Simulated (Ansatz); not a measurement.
A plane-wave DFT run in Ansatz 0.2.0 (scalar-relativistic PAW potentials unless the input names others): input and command.

```yaml
crystal:
  lattice:
    - [0.0, 2.0703121117, 2.0703121117]
    - [2.0703121117, 0.0, 2.0703121117]
    - [2.0703121117, 2.0703121117, 0.0]
  atoms:
    - { symbol: Ti, position: [0.0, 0.0, 0.0] }
    - { symbol: "N", position: [0.5, 0.5, 0.5] }
basis:
  ecutwfc: 420
kpoints:
  mp_grid: { grid: [18, 18, 18] }
hamiltonian:
  xc: pbesol
scf:
  occupations: { method: gaussian, width: 0.1 }
  max_iter: 3
output:
  forces: true
  eigenvalues: true
  stress: true
```

```bash
ansatz run input.yaml --threads 1 --pin off --max-ram 2560MiB --backend cpu --events-out ev --progress --plain --runs-dir out
```

Abridged log:
```
Basis set: ecut = 420 eV, 331 PW (Γ), exchange–correlation on 40×40×40 points (8 copies of the dense FFT grid, shifted against one another)
Bands: 13, of which v1, the nominal top of the filled ones, is band 9 counted from 1 (8 counted from 0)
Symmetry: 48 space group operations
k-points: 195 of 5832
SCF iter   1: F=—  HF=-2856.195174 eV  |F-HF|=—  |Δ(HF+E_count)|=         —  Δρ=1.30e-2  dr2=2.73e-2  ethr=1.77e-3  ⟨swp⟩=3.0  Hψ=23754  notcnv=0
SCF iter   2: F=—  HF=-2856.190173 eV  |F-HF|=—  |Δ(HF+E_count)|=   5.00e-3  Δρ=7.34e-3  dr2=1.01e-2  ethr=1.60e-4  ⟨swp⟩=3.0  Hψ=14215  notcnv=0
SCF iter   3: F=—  HF=-2856.188006 eV  |F-HF|=—  |Δ(HF+E_count)|=   2.17e-3  Δρ=9.38e-4  dr2=1.79e-4  ethr=5.92e-5  ⟨swp⟩=3.0  Hψ=14413  notcnv=0
```

**Question.** What is wrong with this input?

**Answer.** The fault is too few SCF iterations (scf.max_iter: not typed → 3, the first being the value of the sound run). Setting it back cures it. The log, from which this was withheld above, says: «Error: did not converge after 3 iterations: dr2 = 1.79e-4 (threshold 1.00e-7), under the density mixer `msr1`, which `scf.mixing.algorithm: auto` chose by the deck's other keys (type `scf.mixing.algorithm: msr1` to keep it); raise `scf.max_iter`, which need not help a stalled SCF, or adjust the mixing (`scf.mixing`) or, under a smearing, its width (`scf.occupations.width` …» The run stopped without converging. A reference run on usual settings, whose relaxation ended at this geometry, converged, and the end of its own relaxation has pressure 15.05 GPa, largest force 0.000 eV/Å, no gap on the mesh (its cell was held, or driven to that pressure on purpose).

Time: 1.2 s on 1 thread of Intel(R) Xeon(R) 6975P-C (Granite Rapids), with other jobs on the host, peak memory 0.36 GiB.